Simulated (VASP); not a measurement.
# AgCl: restarted molecular dynamics, 2 variants

AgCl, Fm-3m (no. 225), 8 atoms in the cell. PBE, molecular dynamics; PAW potentials Ag, Cl (PBE set).

| Restart from | Temperature at the end (K) | The same without a restart (K) | Potential energy at the end (eV/atom) | The same without a restart (eV/atom) | Electronic steps in the first step after the restart | Time (s) |
|---|---|---|---|---|---|---|
| CONTCAR with velocities, WAVECAR read | 884.0 | 884.0 | -2.58885 | -2.58885 | 4 | 167 |
| CONTCAR with velocities, no WAVECAR | 884.0 | 884.0 | -2.58885 | -2.58885 | 13 | 165 |

Limits: 120 fs of 8 atoms are too short for converged averages; the cell is only 5.5 Å across, so each atom moves in step with near copies of itself.

## Input of the first row

INCAR.step1:
```
SYSTEM = AgCl
  GGA = PE
  PREC = Normal
  ENCUT = 260
  EDIFF = 1E-6
  NELMIN = 4
  NELM = 60
  ALGO = Normal
  LREAL = Auto
  LASPH = .True.
  ISMEAR = 0
  SIGMA = 0.05
  ISYM = 0
  LWAVE = .True.
  LCHARG = .False.
  IBRION = 0
  NSW = 30
  POTIM = 2.0
  TEBEG = 1600
  ISIF = 2
  RANDOM_SEED = 826439 0 0
  MDALGO = 1
  ANDERSEN_PROB = 0.0
  KPAR = 2
```

INCAR.step2, as INCAR.step1 but for:
```
- LWAVE = .True.
+ LWAVE = .False.
```

KPOINTS:
```
k-points
0
Monkhorst-Pack
  2 2 2
```

POSCAR.step1:
```
AgCl
1.0
    5.4700000000      0.0000000000      0.0000000000
    0.0000000000      5.4700000000      0.0000000000
    0.0000000000      0.0000000000      5.4700000000
Ag Cl
4 4
Direct
    0.0000000000      0.0000000000      0.0000000000
    0.0000000000      0.5000000000      0.5000000000
    0.5000000000      0.0000000000      0.5000000000
    0.5000000000      0.5000000000      0.0000000000
    0.5000000000      0.0000000000      0.0000000000
    0.5000000000      0.5000000000      0.5000000000
    0.0000000000      0.0000000000      0.5000000000
    0.0000000000      0.5000000000      0.0000000000
```

Commands (each step's output is kept before the next begins):
```
cat potpaw_PBE.64/Ag/POTCAR potpaw_PBE.64/Cl/POTCAR > POTCAR
cp INCAR.step1 INCAR
cp POSCAR.step1 POSCAR
mpirun -np 2 vasp_std > vasp.out
cp CONTCAR POSCAR
cp INCAR.step2 INCAR
mpirun -np 2 vasp_std > vasp.out
```

Changes of the last row against the first:
```
(step 1)
- LWAVE = True
+ LWAVE = False
```

VASP 6.6.1 took 167 s on 2 cores (Intel Xeon Platinum 8488C (Sapphire Rapids)), a shared host.
